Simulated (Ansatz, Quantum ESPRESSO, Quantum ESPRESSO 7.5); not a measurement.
# Evanescent states of BeS, zinc blende type, lattice constant set to 4.967 Å

Wanted: the complex band structure of BeS, zinc blende type, lattice constant set to 4.967 Å, as for a tunnel barrier.

Calculated with Quantum ESPRESSO 7.5; plane-wave DFT, PBE, GBRV ultrasoft pseudopotentials (cross-check by Ansatz 0.2.0 with PAW datasets).

Report form: the programs' logs are mostly left out.

The structure was built from a prototype and need not be the compound's stable phase.

### Step 1. The structure

It takes space group F-43m (No. 216, cubic). Conventional cell: a = 4.967 Å, b = 4.967 Å, c = 4.967 Å, α = 90.00°, β = 90.00°, γ = 90.00°. Nearest to Be lie 4 S at 2.15 Å. S has 4 Be at 2.15 Å nearest. Farther neighbours and most contacts between anions are not listed.

Structure file:

```cif
data_structure
_symmetry_space_group_name_H-M 'P 1'
_symmetry_Int_Tables_number 1
_cell_length_a 3.5122
_cell_length_b 3.5122
_cell_length_c 4.9670
_cell_angle_alpha 90.000
_cell_angle_beta 90.000
_cell_angle_gamma 90.000
_cell_volume 61.27
loop_
_atom_site_label
_atom_site_type_symbol
_atom_site_fract_x
_atom_site_fract_y
_atom_site_fract_z
_atom_site_occupancy
Be1 Be 0.00000 0.00000 0.00000 1
S2 S 0.50000 0.00000 0.25000 1
Be3 Be 0.50000 0.50000 0.50000 1
S4 S 0.00000 0.50000 0.75000 1
```

### Step 2. Self-consistent run

pwcond needs a cell whose third axis lies along the current and stands perpendicular to the other two.

The input, scf.in:

```
&control
  prefix = 'scf'
  outdir = './out'
  pseudo_dir = './pseudo'
  calculation = 'scf'
  tprnfor = .true.
/
&system
  ibrav = 0
  nat = 4
  ntyp = 2
  ecutwfc = 40
  ecutrho = 200
  occupations = 'fixed'
  nbnd = 14
/
&electrons
  conv_thr = 1e-09
  mixing_beta = 0.6
  electron_maxstep = 120
/
ATOMIC_SPECIES
  Be  9.0122  be_pbe_v1.4.uspp.F.UPF
  S   32.0600  s_pbe_v1.4.uspp.F.UPF
CELL_PARAMETERS angstrom
  3.51219938215358 0.00000000000000 0.00000000000000
  0.00000000000000 3.51219938215358 0.00000000000000
  0.00000000000000 0.00000000000000 4.96700000000000
ATOMIC_POSITIONS crystal
  Be  0.000000000000 0.000000000000 0.000000000000
  S   0.500000000000 0.000000000000 0.250000000000
  Be  0.500000000000 0.500000000000 0.500000000000
  S   0.000000000000 0.500000000000 0.750000000000
K_POINTS automatic
  8 8 6 0 0 0
```

Launch:

```console
OMP_NUM_THREADS=1 mpirun -n 2 pw.x -nk 2 -in scf.in > scf.out
```

Wall time 13 s (2 MPI ranks of Arm Neoverse V2, shared host); peak memory 0.19 GiB; 27 s of CPU time.

Numbers from this step:

| Quantity | Value |
| --- | --- |
| free energy | -1428.5993 eV |
| valence top, on the run's zero | 4.704 eV |
| conduction bottom, on the run's zero | 7.964 eV |
| gap by band count | 3.260 eV |

The run needed 10 iterations to bring the estimated error under 1e-09 Ry.

### Step 3. Complex band structure

ikind = 0 solves one period of the crystal for all kz, real and complex, at each energy and k across. ewind and epsproj trim the two-dimensional plane-wave basis; nz1 sets the subslabs.

The input, cbs.in:

```
&inputcond
  outdir = './out'
  prefixl = 'scf'
  band_file = 'cbs'
  ikind = 0
  ewind = 4.0
  epsproj = 1e-05
  nz1 = 7
  energy0 = 4.48
  denergy = -0.16
/
4
  0.00000000 0.00000000 1.00000000
  0.50000000 0.00000000 1.00000000
  0.50000000 0.50000000 1.00000000
  0.25000000 0.00000000 1.00000000
41
```

Launch:

```console
OMP_NUM_THREADS=1 mpirun -n 2 pwcond.x -in cbs.in > cbs.out
```

Run time: 1.7 min. Hardware: 2 MPI ranks; peak memory 0.13 GiB; 3.4 min of CPU time.

Read from the output:

- peak of the smallest κ at the zone centre: 0.323 Å⁻¹
- energy of the peak at the zone centre: 2.56 eV
- peak of the smallest κ at (1/4, 0): 0.384 Å⁻¹

K across = (0, 0) in the cell's reciprocal vectors; values within 0.0025 1/Å of each other count once, columns are sorted by size at each energy, a dash where no further value was kept. Table of Im kz of the slowest decaying states by energy, zero at the highest filled level of the SCF mesh:

```tsv
energy (eV)	decay 1 (Å⁻¹)	decay 2 (Å⁻¹)	decay 3 (Å⁻¹)
-1.92	0.939	1.94	1.94
-1.60	0.91	1.92	1.92
-1.28	0.88	1.83	1.90
-0.96	0.85	1.73	1.87
-0.64	0.818	1.66	1.85
-0.32	0.786	1.59	1.83
-0.16	0.77	1.56	1.82
0.00	0.01	0.753	-
0.16	0.116	0.157	0.736
0.48	0.192	0.257	0.701
0.80	0.238	0.315	0.663
1.12	0.269	0.354	0.623
1.44	0.292	0.381	0.58
1.76	0.307	0.399	0.532
2.08	0.317	0.41	0.478
2.40	0.322	0.414	1.04
2.72	0.323	0.334	0.415
2.88	0.284	0.321	0.413
3.20	0.116	0.315	0.405
3.52	0.305	0.393	0.738
3.84	0.289	0.375	0.636
4.16	0.268	0.352	0.522
4.48	0.239	0.322	0.391
```

K across = (0, 0) in the cell's reciprocal vectors. Re kz of states that move upwards against energy, zero at the highest filled level of the SCF mesh:

```tsv
energy (eV)	channel 1 (Å⁻¹)	channel 2 (Å⁻¹)	channel 3 (Å⁻¹)
-1.92	-0.505	0.442	0.443
-1.76	-0.475	0.514	0.514
-1.44	-0.628	-0.628	-0.415
-1.28	-0.572	-0.572	-0.384
-0.96	-0.465	-0.465	-0.321
-0.80	-0.412	-0.412	-0.288
-0.64	-0.358	-0.358	-0.253
-0.32	-0.239	-0.239	-0.172
-0.16	-0.164	-0.164	-0.119
0.00	-	-	-
0.32	-	-	-
0.48	-	-	-
0.80	-	-	-
0.96	-	-	-
1.12	-	-	-
1.44	-	-	-
1.60	-	-	-
1.76	-	-	-
2.08	-	-	-
2.24	-	-	-
2.56	-	-	-
2.72	-	-	-
2.88	-	-	-
3.20	-	-	-
3.36	0.151	-	-
3.52	0.248	-	-
3.84	0.387	-	-
4.00	0.447	-	-
4.32	0.566	-	-
4.48	0.626	-	-
```

K across = (1/2, 0) in the cell's reciprocal vectors; values within 0.0025 1/Å of each other count once, columns are sorted by size at each energy, a dash where no further value was kept. The Im kz of the slowest decaying states by energy, zero at the highest filled level of the SCF mesh:

```tsv
energy (eV)	decay 1 (Å⁻¹)	decay 2 (Å⁻¹)	decay 3 (Å⁻¹)
-1.92	0.881	1.54	2.36
-1.60	0.772	1.51	2.35
-1.28	0.602	1.47	2.34
-0.96	1.44	2.33	2.41
-0.64	0.17	0.568	1.40
-0.32	0.237	0.677	1.37
-0.16	0.261	0.707	1.35
0.00	0.281	0.729	1.33
0.16	0.299	0.746	1.31
0.48	0.327	0.767	1.28
0.80	0.349	0.778	1.24
1.12	0.365	0.781	1.2
1.44	0.376	0.779	1.16
1.76	0.383	0.772	1.12
2.08	0.386	0.761	1.08
2.40	0.385	0.747	1.03
2.72	0.38	0.73	0.989
2.88	0.376	0.72	0.966
3.20	0.365	0.698	0.918
3.52	0.349	0.673	0.868
3.84	0.327	0.645	0.815
4.16	0.299	0.614	0.758
4.48	0.26	0.579	0.695
```

K across = (1/2, 1/2) in the cell's reciprocal vectors; values within 0.0025 1/Å of each other count once, columns are sorted by size at each energy, a dash where no further value was kept. The Im kz of the slowest decaying states by energy, zero at the highest filled level of the SCF mesh:

```tsv
energy (eV)	decay 1 (Å⁻¹)	decay 2 (Å⁻¹)	decay 3 (Å⁻¹)
-1.92	0.279	2.29	2.3
-1.76	0.308	0.315	2.28
-1.44	0.348	0.367	2.26
-1.28	0.361	0.387	2.25
-0.96	0.38	0.418	2.23
-0.80	0.386	0.431	2.22
-0.64	0.391	0.441	2.21
-0.32	0.395	0.457	2.19
-0.16	0.395	0.463	2.17
0.00	0.394	0.468	2.16
0.32	0.389	0.474	2.14
0.48	0.385	0.475	2.13
0.80	0.373	0.476	2.11
0.96	0.366	0.474	2.10
1.12	0.358	0.472	2.09
1.44	0.339	0.466	2.06
1.60	0.327	0.462	2.05
1.76	0.314	0.457	2.04
2.08	0.285	0.444	2.02
2.24	0.267	0.437	2.01
2.56	0.226	0.419	1.98
2.72	0.2	0.409	1.97
2.88	0.169	0.399	1.96
3.20	0.068	0.374	1.94
3.36	0.36	1.92	1.97
3.52	0.344	1.91	1.96
3.84	0.309	1.89	1.93
4.00	0.288	1.87	1.92
4.32	0.239	1.85	1.9
4.48	0.209	1.83	1.89
```

K across = (1/4, 0) in the cell's reciprocal vectors; values within 0.0025 1/Å of each other count once, columns are sorted by size at each energy, a dash where no further value was kept. The Im kz of the slowest decaying states by energy, zero at the highest filled level of the SCF mesh:

```tsv
energy (eV)	decay 1 (Å⁻¹)	decay 2 (Å⁻¹)	decay 3 (Å⁻¹)
-1.92	0.078	1.23	1.53
-1.76	0.104	1.21	1.52
-1.44	0.115	1.18	1.49
-1.28	0.103	1.16	1.47
-0.96	1.12	1.44	1.76
-0.80	1.11	1.42	1.75
-0.64	1.09	1.41	1.74
-0.32	0.153	1.05	1.37
-0.16	0.117	0.198	1.03
0.00	0.232	1.01	1.34
0.32	0.281	0.354	0.974
0.48	0.3	0.395	0.955
0.80	0.33	0.459	0.915
0.96	0.341	0.484	0.894
1.12	0.351	0.506	0.873
1.44	0.367	0.542	0.831
1.60	0.373	0.557	0.809
1.76	0.377	0.571	0.786
2.08	0.383	0.594	0.74
2.24	0.384	0.603	0.715
2.56	0.383	0.619	0.664
2.72	0.382	0.625	0.637
2.88	0.378	0.608	0.631
3.20	0.369	0.546	0.64
3.36	0.363	0.512	0.644
3.52	0.355	0.475	0.647
3.84	0.336	0.387	0.653
4.00	0.324	0.333	0.655
4.32	0.173	0.295	0.663
4.48	0.276	0.679	1.15
```

### Step 4. Complex band structure, with epsproj = 0.01

How much does a setting matter? One run is repeated with a change.

cbs.w.in is the input of step 3 with these lines changed:

```diff
@@ -3,6 +3,6 @@
   prefixl = 'scf'
-  band_file = 'cbs'
+  band_file = 'cbs.w'
   ikind = 0
   ewind = 4.0
-  epsproj = 1e-05
+  epsproj = 0.01
   nz1 = 7
```

Launch:

```console
OMP_NUM_THREADS=1 mpirun -n 2 pwcond.x -in cbs.w.in > cbs.w.out
```

It took 25 s on 2 MPI ranks; peak memory 0.1 GiB.

The changed values were drawn from a wide range, not chosen for quality; the comparison shows what they did here together.

Beside the run it was changed from:

```tsv
quantity	this run	unchanged run	difference
peak of the smallest κ at the zone centre (Å⁻¹)	0.33	0.323	0.0070
wall time (s)	25	101
```

The physical values in this table move by up to 2.2 %.

### Step 5. Complex band structure, with nenergy = 0

One more run, with a changed input.

cbs.bad.in is the input of step 3 with these lines changed:

```diff
@@ -3,3 +3,3 @@
   prefixl = 'scf'
-  band_file = 'cbs'
+  band_file = 'cbs.bad'
   ikind = 0
@@ -16,2 +16,2 @@
   0.25000000 0.00000000 1.00000000
-41
+0
```

Launch:

```console
OMP_NUM_THREADS=1 mpirun -n 2 pwcond.x -in cbs.bad.in > cbs.bad.out
```

Wall time 1.7 s (2 MPI ranks); peak memory 0.09 GiB; 3.2 s of CPU time.

The run finished, but its numbers are not taken as the system's. The fault: no energies.

### Step 6. The same in Ansatz

As a check, the same structure is run in Ansatz.

Level of this step: plane-wave DFT, PBE, Ansatz PAW (Ansatz 0.2.0).

The input, input.yaml:

```yaml
crystal:
  lattice:
    - [3.5121993822, 0.0, 0.0]
    - [0.0, 3.5121993822, 0.0]
    - [0.0, 0.0, 4.967]
  atoms:
    - { symbol: Be, position: [0.0, 0.0, 0.0] }
    - { symbol: S, position: [0.5, 0.0, 0.25] }
    - { symbol: Be, position: [0.5, 0.5, 0.5] }
    - { symbol: S, position: [0.0, 0.5, 0.75] }
kpoints:
  mp_grid: { grid: [8, 8, 6] }
hamiltonian:
  xc: pbe
scf:
  occupations: { method: fixed }
  convergence: { dr2_threshold: 1.0e-09 }
output:
  transmission:
    leads: [[0, 0]]
    kpoints: [[0, 0], [0.5, 0], [0.5, 0.5], [0.25, 0]]
    e_range: [-1.92, 4.48]
    de: 0.16
```

Launch:

```console
ansatz run input.yaml --threads 2 --pin off --max-ram 4096MiB --backend cpu --events-out ev --progress --plain --runs-dir out
```

It took 9 s on 2 threads; peak memory 0.36 GiB.

Numbers from this step:

```
free energy                                      : -1993.8814 eV
gap by band count                                : 3.258 eV
symmetry operations                              : 16
slowest decay at the grid energy nearest mid-gap : 0.2999 Å⁻¹
peak of the smallest κ at the zone centre        : 0.3224 Å⁻¹
peak of the smallest κ at (1/4, 0)               : 0.3838 Å⁻¹
valence top, on the run's zero                   : 4.547 eV
```

K across = (0, 0) in the cell's reciprocal vectors; values within 0.0025 1/Å of each other count once, columns are sorted by size at each energy, a dash where no further value was kept. Im kz of the slowest decaying states against energy, zero at the highest filled level of the SCF mesh:

```tsv
energy (eV)	decay 1 (Å⁻¹)	decay 2 (Å⁻¹)	decay 3 (Å⁻¹)
-1.92	0.939	-	-
-1.76	0.925	-	-
-1.44	0.895	-	-
-1.28	0.880	-	-
-0.96	0.850	-	-
-0.80	0.834	-	-
-0.64	0.819	-	-
-0.32	0.787	-	-
-0.16	0.770	-	-
0.00	0.00183	0.753	-
0.32	0.160	0.215	0.719
0.48	0.192	0.257	0.701
0.80	0.237	0.315	0.663
0.96	0.255	0.336	0.644
1.12	0.269	0.354	0.623
1.44	0.291	0.381	0.580
1.60	0.300	0.391	0.556
1.76	0.307	0.399	0.532
2.08	0.317	0.409	0.478
2.24	0.320	0.413	0.447
2.56	0.322	0.377	0.415
2.72	0.322	0.334	0.414
2.88	0.283	0.321	0.412
3.20	0.114	0.315	0.404
3.36	0.310	0.399	0.781
3.52	0.304	0.392	0.733
3.84	0.289	0.374	0.630
4.00	0.279	0.363	0.574
4.32	0.254	0.337	0.453
4.48	0.239	0.321	0.384
```

K across = (0, 0) in the cell's reciprocal vectors. Re kz of states that move upwards against energy, zero at the highest filled level of the SCF mesh:

```tsv
energy (eV)	channel 1 (Å⁻¹)	channel 2 (Å⁻¹)	channel 3 (Å⁻¹)
-1.92	-0.504	0.443	0.443
-1.60	-0.445	0.578	0.578
-1.28	-0.572	-0.572	-0.384
-0.96	-0.464	-0.464	-0.321
-0.64	-0.358	-0.358	-0.253
-0.32	-0.239	-0.239	-0.172
-0.16	-0.165	-0.165	-0.120
0.00	-	-	-
0.16	-	-	-
0.48	-	-	-
0.80	-	-	-
1.12	-	-	-
1.44	-	-	-
1.76	-	-	-
2.08	-	-	-
2.40	-	-	-
2.72	-	-	-
2.88	-	-	-
3.20	-	-	-
3.52	0.250	-	-
3.84	0.389	-	-
4.16	0.509	-	-
4.48	0.629	-	-
```

K across = (1/2, 0) in the cell's reciprocal vectors; values within 0.0025 1/Å of each other count once, columns are sorted by size at each energy, a dash where no further value was kept. Table of Im kz of the slowest decaying states by energy, zero at the highest filled level of the SCF mesh:

```tsv
energy (eV)	decay 1 (Å⁻¹)	decay 2 (Å⁻¹)	decay 3 (Å⁻¹)
-1.92	0.880	-	-
-1.76	0.831	-	-
-1.60	0.772	-	-
-1.44	0.700	1.49	-
-1.28	0.602	1.47	-
-1.12	0.437	1.45	-
-0.96	1.44	-	-
-0.64	0.170	0.568	1.40
-0.48	0.207	0.633	1.39
-0.32	0.236	0.676	1.37
-0.16	0.260	0.707	1.35
0.00	0.281	0.729	1.33
0.16	0.298	0.746	1.31
0.32	0.314	0.758	1.29
0.48	0.327	0.767	1.28
0.64	0.338	0.773	1.26
0.80	0.348	0.778	1.24
0.96	0.357	0.780	1.22
1.12	0.364	0.781	1.20
1.44	0.375	0.778	1.16
1.60	0.379	0.775	1.14
1.76	0.382	0.771	1.12
1.92	0.384	0.766	1.10
2.08	0.385	0.761	1.08
2.24	0.385	0.754	1.05
2.40	0.384	0.746	1.03
2.56	0.382	0.738	1.01
2.72	0.379	0.729	0.988
2.88	0.375	0.719	0.965
3.04	0.370	0.709	0.941
3.20	0.364	0.698	0.917
3.52	0.348	0.673	0.867
3.68	0.338	0.659	0.841
3.84	0.326	0.645	0.814
4.00	0.313	0.630	0.786
4.16	0.297	0.613	0.756
4.32	0.279	0.596	0.726
4.48	0.258	0.578	0.694
```

K across = (1/2, 1/2) in the cell's reciprocal vectors; values within 0.0025 1/Å of each other count once, columns are sorted by size at each energy, a dash where no further value was kept. Im kz of the slowest decaying states against energy, zero at the highest filled level of the SCF mesh:

```tsv
energy (eV)	decay 1 (Å⁻¹)	decay 2 (Å⁻¹)
-1.92	0.279	-
-1.76	0.308	0.315
-1.60	0.331	0.343
-1.44	0.348	0.367
-1.28	0.361	0.387
-1.12	0.372	0.404
-0.96	0.380	0.418
-0.64	0.390	0.441
-0.48	0.393	0.449
-0.32	0.395	0.456
-0.16	0.395	0.462
0.00	0.394	0.467
0.16	0.392	0.470
0.32	0.389	0.473
0.48	0.384	0.475
0.64	0.379	0.475
0.80	0.373	0.475
0.96	0.366	0.474
1.12	0.358	0.472
1.44	0.338	0.465
1.60	0.327	0.461
1.76	0.314	0.456
1.92	0.300	0.450
2.08	0.285	0.443
2.24	0.267	0.436
2.40	0.248	0.427
2.56	0.225	0.418
2.72	0.200	0.408
2.88	0.169	0.397
3.04	0.129	0.385
3.20	0.0671	0.372
3.52	0.343	-
3.68	0.326	-
3.84	0.307	-
4.00	0.286	-
4.16	0.263	-
4.32	0.237	-
4.48	0.206	-
```

K across = (1/4, 0) in the cell's reciprocal vectors; values within 0.0025 1/Å of each other count once, columns are sorted by size at each energy, a dash where no further value was kept. Table of Im kz of the slowest decaying states by energy, zero at the highest filled level of the SCF mesh:

```tsv
energy (eV)	decay 1 (Å⁻¹)	decay 2 (Å⁻¹)	decay 3 (Å⁻¹)
-1.92	0.0783	1.23	-
-1.76	0.104	1.21	-
-1.44	0.115	1.18	1.49
-1.28	0.103	1.16	1.47
-0.96	1.12	1.44	-
-0.80	1.11	1.42	-
-0.64	1.09	1.41	-
-0.32	0.153	1.05	1.37
-0.16	0.116	0.198	1.03
0.00	0.231	1.01	1.34
0.32	0.280	0.353	0.974
0.48	0.299	0.395	0.954
0.80	0.329	0.458	0.914
0.96	0.341	0.483	0.894
1.12	0.351	0.505	0.873
1.44	0.367	0.542	0.831
1.60	0.372	0.557	0.809
1.76	0.377	0.570	0.786
2.08	0.383	0.593	0.739
2.24	0.384	0.602	0.715
2.56	0.383	0.618	0.664
2.72	0.381	0.625	0.636
2.88	0.378	0.608	0.630
3.20	0.368	0.545	0.639
3.36	0.362	0.511	0.643
3.52	0.354	0.474	0.646
3.84	0.335	0.386	0.651
4.00	0.323	0.332	0.653
4.32	0.169	0.293	0.659
4.48	0.275	0.678	1.15
```

### Step 7. Worked from the printed numbers

T falls as exp(−2κd). With κ = 0.301 1/Å, 10 Å of barrier pass exp(−2 × 0.301 × 10) = 0.0024 of that channel, interfaces aside.

### Step 8. What came out

| Quantity | Value |
| --- | --- |
| gap on the SCF mesh | 3.26 eV |
| smallest κ at mid-gap among the four k points, at the zone centre | 0.301 Å⁻¹ |
| peak of the smallest κ in the stop band at the zone centre | 0.323 Å⁻¹ |
| peak of the smallest κ in the stop band at (1/4, 0) | 0.384 Å⁻¹ |
| energy of the peak at the zone centre, over the highest filled level | 2.56 eV |
| peak at the zone centre by Ansatz | 0.322 Å⁻¹ |

**Reading.** With a gap of 3.26 eV on the mesh, the smallest κ at mid-gap among the four k points, at the zone centre is 0.301 Å⁻¹ (PBE, GBRV ultrasoft). For a barrier with the Fermi level at mid-gap the slowest state found, at the zone centre, loses a factor of ten in probability every 3.8 Å or so. Stop bands away from the zone centre are mostly wider than the gap, so their peaks can lie above the conduction bottom. At the zone centre pwcond's peak is 0.323 and Ansatz's 0.322 1/Å, 0 % apart. The cell is the a/√2 one, turned by 45°, with two primitive cells, so X along [001] folds onto kz = 0. A semilocal gap is too small, often by a third to a half and by more in narrow-gap crystals, so real barriers decay faster.

[Logs are printed without paths, hosts, clocks, repeated set-up lines and the standing remarks that a program may print on its own settings, such as how far it seeks lower states.]

[Hosts, paths, dates, database ids (printed as entryN), source tags and the programs' standing remarks are cut or masked in the printed files.]

[Maps of the electrostatic potential energy from Ansatz leave out the sawtooth potential of an applied field or a dipole correction, so their vacuum need not be flat; planar profiles and work functions include it.]
